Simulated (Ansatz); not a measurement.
# InAs: band gap under strain

Aim: follow the gap of InAs in the zincblende structure through these states: -4.0 % biaxial strain in x and y, free along z; +5.0 % shear in the xy plane; -4.0 % biaxial strain in the (111) plane, free along [111]. The table at the end shows which levels were run.

The runs shown are made with Ansatz 0.2.0. PAW datasets, plane waves. Computed at 0 K without zero-point motion; spin polarisation is off.

## (1) Starting point

The unstrained cell was relaxed with r2SCAN; in each strained cell the atoms were relaxed again with r2SCAN. Names of k-points are those of the unstrained zone, where strain can split equivalent points. First state: -4.0 % biaxial strain in x and y, free along z.

The symmetry is I-4m2 (No. 119, tetragonal); a = 4.147 Å, c = 6.364 Å in the conventional setting, 27.36 Å³ an atom. In has 4 As at 2.61 Å; As has 4 In at 2.61 Å.

The structure in full:

```cif
data_structure
_symmetry_space_group_name_H-M 'I-4m2'
_symmetry_Int_Tables_number 119
_cell_length_a 4.1470
_cell_length_b 4.1470
_cell_length_c 6.3640
_cell_angle_alpha 90.000
_cell_angle_beta 90.000
_cell_angle_gamma 90.000
_cell_volume 109.45
loop_
_atom_site_label
_atom_site_type_symbol
_atom_site_symmetry_multiplicity
_atom_site_Wyckoff_symbol
_atom_site_fract_x
_atom_site_fract_y
_atom_site_fract_z
_atom_site_occupancy
In1 In 2 a 0.00000 0.00000 0.00000 1
As1 As 2 d 0.50000 0.00000 0.25000 1
```

From earlier runs on the unstrained cell: PBE 0.00 eV, r2SCAN 0.08 eV, HSE06 0.36 eV; a = 6.109 Å.

## (2) -4.0 % biaxial strain in x and y, free along z: PBE

input.yaml reads:

```yaml
crystal:
  lattice:
    - [0.0, 2.9324068542, 3.1819837034]
    - [2.9324068542, 0.0, 3.1819837034]
    - [2.9324068542, 2.9324068542, 0.0]
  atoms:
    - { symbol: In, position: [0.0, 0.0, 0.0] }
    - { symbol: As, position: [0.25, 0.25, 0.25] }
kpoints:
  mp_grid: { grid: [8, 8, 8] }
  band_path:
    path:
      - [0.0, 0.0, 0.0]
      - [-0.5, -0.5, 0.0]
      - [-0.375, -0.375, 0.25]
      - [-0.375, 0.0, 0.375]
      - [0.0, 0.0, 0.5]
      - [-0.5, -0.25, 0.25]
    npoints: 1
hamiltonian:
  xc: pbe
scf:
  occupations: { method: fermi_dirac, width: 0.02 }
  n_extra_bands: 4
output:
  forces: true
  stress: true
  eigenvalues: true
```

After this run come: -4.0 % biaxial strain in x and y, free along z: r2SCAN; -4.0 % biaxial strain in x and y, free along z: HSE06; +5.0 % shear in the xy plane: PBE; +5.0 % shear in the xy plane: r2SCAN; +5.0 % shear in the xy plane: HSE06; -4.0 % biaxial strain in the (111) plane, free along [111]: PBE; -4.0 % biaxial strain in the (111) plane, free along [111]: r2SCAN; -4.0 % biaxial strain in the (111) plane, free along [111]: HSE06.

What does the calculation give?

As calculated:

Least gap in eV (negative: overlap), with the change from the unstrained cell in brackets:

| state | volume change (%) | PBE | r2SCAN | HSE06 |
| --- | --- | --- | --- | --- |
| -4.0 % biaxial strain in x and y, free along z | -4.0 | 0.00 (+0.00) | 0.11 (+0.03) | 0.40 (+0.04) |
| +5.0 % shear in the xy plane | -0.1 | 0.16 (+0.16) | 0.06 (-0.02) | 0.17 (-0.19) |
| -4.0 % biaxial strain in the (111) plane, free along [111] | -5.6 | 0.00 (+0.00) | 0.11 (+0.03) | 0.40 (+0.04) |

In words: The largest move of the HSE06 gap in the table is -0.190 eV, under +5.0 % shear in the xy plane. PBE and HSE06 differ by 0.36 eV on the unstrained gap, and by at most 0.35 eV on its change. Under -4.0 % biaxial strain in x and y, free along z and under -4.0 % biaxial strain in the (111) plane, free along [111] PBE gives no gap, or under 0.02 eV, while HSE06 has one. Spin-orbit coupling is left out of the table, though the cell holds In (Z = 49); in an element this heavy it can shift bands and gaps by tenths of an eV.
